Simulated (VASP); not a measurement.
# BAs: spectrum averaged over shifted meshes

BAs, F-43m (no. 216), 2 atoms in the cell. PBE, BSE with a model dielectric function, averaged over shifted meshes; PAW potentials As_GW, B_GW (PBE set).

Shifts along each reciprocal axis: 2; k mesh of the G0W0 step: 4 × 4 × 4.

## Input

INCAR.step1:
```
PREC = Accurate
ENCUT = 320
ISMEAR = 0
SIGMA = 0.02
EDIFF = 1E-8
LASPH = True
KPAR = 4
LWAVE = False
LCHARG = False
LEPSILON = True
LRPA = True
```

INCAR.step2, as INCAR.step1 but for:
```
- LWAVE = False
- LEPSILON = True
- LRPA = True
+ LWAVE = True
```

INCAR.step3:
```
PREC = Accurate
ENCUT = 320
ISMEAR = 0
SIGMA = 0.02
EDIFF = 1E-7
LASPH = True
KPAR = 4
LWAVE = True
LCHARG = False
ALGO = Exact
NELM = 1
LOPTICS = True
ISTART = 1
NBANDS = 64
NEDOS = 2000
```

INCAR.step4:
```
PREC = Accurate
ENCUT = 320
ISMEAR = 0
SIGMA = 0.02
LASPH = True
KPAR = 4
LWAVE = True
LCHARG = False
ALGO = EVGW0
NELMGW = 1
ISTART = 1
NBANDS = 64
ENCUTGW = 120
NOMEGA = 48
NBANDSGW = 20
PRECFOCK = Fast
```

INCAR.step5:
```
PREC = Accurate
ENCUT = 320
ISMEAR = 0
SIGMA = 0.02
EDIFF = 1E-7
LASPH = True
KPAR = 4
LWAVE = True
LCHARG = False
LOPTICS = True
LPEAD = False
ISYM = -1
NBANDS = 16
```

INCAR.step6:
```
PREC = Accurate
ENCUT = 320
ISMEAR = 0
SIGMA = 0.02
EDIFF = 1E-7
LASPH = True
KPAR = 4
LWAVE = False
LCHARG = False
ALGO = TDHF
NBANDS = 16
NBANDSO = 4
NBANDSV = 4
IBSE = 3
LHARTREE = True
LADDER = True
LFXC = False
LHFCALC = True
LMODELHF = True
AEXX = 0.1078
HFSCREEN = 1.26
SCISSOR = 0.418
ENCUTGW = 120
PRECFOCK = Fast
ANTIRES = 0
OMEGAMAX = 25
CSHIFT = 0.15
NOMEGA = 1000
ISTART = 1
ISYM = -1
BSEPREC = High
```

KPOINTS.step1:
```
k-points
0
Gamma
  10 10 10
```

KPOINTS.step2:
```
k-points
0
Gamma
  4 4 4
```

KPOINTS.step5:
```
Shifted mesh
0
Gamma
  6 6 6
  0.000000 0.000000 0.000000
```

KPOINTS.step7:
```
Shifted mesh
0
Gamma
  6 6 6
  0.500000 0.000000 0.000000
```

KPOINTS.step9:
```
Shifted mesh
0
Gamma
  6 6 6
  0.500000 0.500000 0.000000
```

POSCAR:
```
BAs
1.0
    0.0000000000      2.3885000000      2.3885000000
    2.3885000000      0.0000000000      2.3885000000
    2.3885000000      2.3885000000      0.0000000000
As B
1 1
Direct
    0.7500000000      0.7500000000      0.7500000000
    0.0000000000      0.0000000000      0.0000000000
```

Commands (each step's output is kept before the next begins):
```
cat potpaw_PBE.64/As_GW/POTCAR potpaw_PBE.64/B_GW/POTCAR > POTCAR
cp INCAR.step1 INCAR
cp KPOINTS.step1 KPOINTS
mpirun -np 4 vasp_std > vasp.out
rm WAVECAR CHG
cp INCAR.step2 INCAR
cp KPOINTS.step2 KPOINTS
mpirun -np 4 vasp_std > vasp.out
cp INCAR.step3 INCAR
mpirun -np 4 vasp_std > vasp.out
cp INCAR.step4 INCAR
mpirun -np 4 vasp_std > vasp.out
rm W*.tmp WAVECAR CHG WAVEDER
cp INCAR.step5 INCAR
cp KPOINTS.step5 KPOINTS
mpirun -np 4 vasp_std > vasp.out
cp INCAR.step6 INCAR
mpirun -np 4 vasp_std > vasp.out
rm WAVECAR CHG WAVEDER
cp INCAR.step5 INCAR
cp KPOINTS.step7 KPOINTS
mpirun -np 4 vasp_std > vasp.out
cp INCAR.step6 INCAR
mpirun -np 4 vasp_std > vasp.out
rm WAVECAR CHG WAVEDER
cp INCAR.step5 INCAR
cp KPOINTS.step9 KPOINTS
mpirun -np 4 vasp_std > vasp.out
cp INCAR.step6 INCAR
mpirun -np 4 vasp_std > vasp.out
```

## Result

- ε at zero frequency, electronic: 10.34
- Mean energy of the absorption, weighted by Im ε (eV): 6.09

One row for each shifted mesh, with its weight in the average:

| Settings | Weight | ε at zero frequency | Mean energy of the absorption, weighted by Im ε (eV) | Time (s) |
|---|---|---|---|---|
| shift 0/2 0/2 0/2 | 1 | 11.87 | 5.81 | 37 |
| shift 1/2 0/2 0/2 | 4 | 10.32 | 6.10 | 32 |
| shift 1/2 1/2 0/2 | 3 | 9.87 | 6.20 | 35 |

Dielectric function, mean of the diagonal:

| Energy (eV) | Real part | Imaginary part |
|---|---|---|
| 0.5 | 10.43 | 0.06 |
| 1.5 | 11.23 | 0.20 |
| 2.5 | 13.47 | 0.55 |
| 3.5 | 20.65 | 4.36 |
| 4.5 | 17.16 | 19.01 |
| 5.5 | -0.24 | 30.18 |
| 6.5 | -8.54 | 15.68 |
| 7.5 | -6.95 | 5.40 |
| 8.5 | -4.10 | 3.09 |
| 9.5 | -3.90 | 2.24 |
| 10.5 | -3.00 | 1.20 |
| 11.5 | -2.14 | 1.22 |
| 12.5 | -1.64 | 0.71 |
| 13.5 | -1.14 | 0.45 |
| 14.5 | -0.89 | 0.37 |
| 15.5 | -0.61 | 0.29 |
| 16.5 | -0.38 | 0.23 |
| 17.5 | -0.21 | 0.19 |
| 18.5 | -0.07 | 0.18 |
| 19.5 | 0.00 | 0.14 |

The mean energy covers the spectrum up to 20 eV.

AEXX = 0.1078 is one over the ε of the first step (9.3), and HFSCREEN = 1.26 comes from the density of valence electrons; SCISSOR = 0.418 eV is the gap of the G0W0 step less the Kohn-Sham gap.

Limits: The scissor comes from a small G0W0 step, so absolute energies aren't converged; the pairs hold 4 valence and 4 conduction bands, and what lies beyond is missing from ε.

VASP 6.6.1 took 219 s on 4 cores (AMD EPYC 7R43 (Zen 3)), a shared host.
